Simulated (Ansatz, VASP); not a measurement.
# One calculation of PbSe, two programs

```
CELL_PARAMETERS angstrom
0.00000 3.07686 3.07686
3.07686 0.00000 3.07686
3.07686 3.07686 0.00000
ATOMIC_POSITIONS crystal
Pb 0.00000 0.00000 0.00000
Se 0.50000 0.50000 0.50000
```

Alike in both runs: task single point; functional PBE; k mesh 5 × 5 × 5; occupations fermi-dirac, width 0.0315 eV; no spin polarisation.

|  | VASP | Ansatz |
| --- | --- | --- |
| version | VASP 6.6.1 | Ansatz 0.2.0 |
| potentials or method | VASP PAW PBE potentials, release 64 (Pb_d, Se) | PAW plane waves |
| plane-wave cutoff (eV) | 520 | 420 |
| valence electrons in the cell | 20 | 30 |

|  | VASP | Ansatz | Ansatz less VASP |
| --- | --- | --- | --- |
| gap on the k mesh at the Fermi level (eV) | 1.20 | 1.20 | -0.001 |
| pressure (GPa) | 1.4 | 1.4 | +0.01 |

With one functional, cell and mesh, what is left measures potentials, basis and numerics. The two sets of potentials don't hold the same shells in valence.

The runs have no spin-orbit coupling, so splittings on Pb are missing.
